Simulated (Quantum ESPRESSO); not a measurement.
# CoO: zone-centre phonons under several settings

```
CELL_PARAMETERS angstrom
0.00000 2.13150 2.13150
2.13150 0.00000 2.13150
2.13150 2.13150 0.00000
ATOMIC_POSITIONS crystal
Co 0.00000 0.00000 0.00000
O 0.50000 0.50000 0.50000
```

All runs used Quantum ESPRESSO 7.5; potentials PseudoDojo 0.4.1 SR LDA standard; k mesh 6 × 6 × 6, shifted; collinear spin, ferromagnetic start; cutoff 1306 eV; occupations fermi-dirac, width 0.05 eV.

| level | geometry | volume (Å³/atom) | pressure (GPa) | lowest optical mode without the field (cm⁻¹) |
| --- | --- | --- | --- | --- |
| LDA | relaxed at 0 GPa | 8.51 | 0.0 | 240 |
| LDA | relaxed at 10 GPa | ? | 10.0 | ? |

Task: What stands in the row left open?

Result: Volume 8.17 Å³/atom; lowest optical mode without the field 288 cm⁻¹.

Caveats: all runs use coarse meshes; the mesh is thin for the phonons of a metal; a cell with one magnetic atom can't hold antiferromagnetic order, which such compounds often take; the volume moved by over 15 % at a fixed basis, so the end points are rough (some runs); the cell is more than 3 GPa from zero pressure, which shifts response properties (some runs).

For the row left open. Caveat: the k mesh is coarse (spacing up to 0.43 Å⁻¹), so the values aren't converged; the mesh is thin for the phonons of a metal; the volume moved by over 15 % at a fixed basis, so the end points are rough; the cell is more than 3 GPa from zero pressure, which shifts response properties; a cell with one magnetic atom can't hold antiferromagnetic order, which such compounds often take.
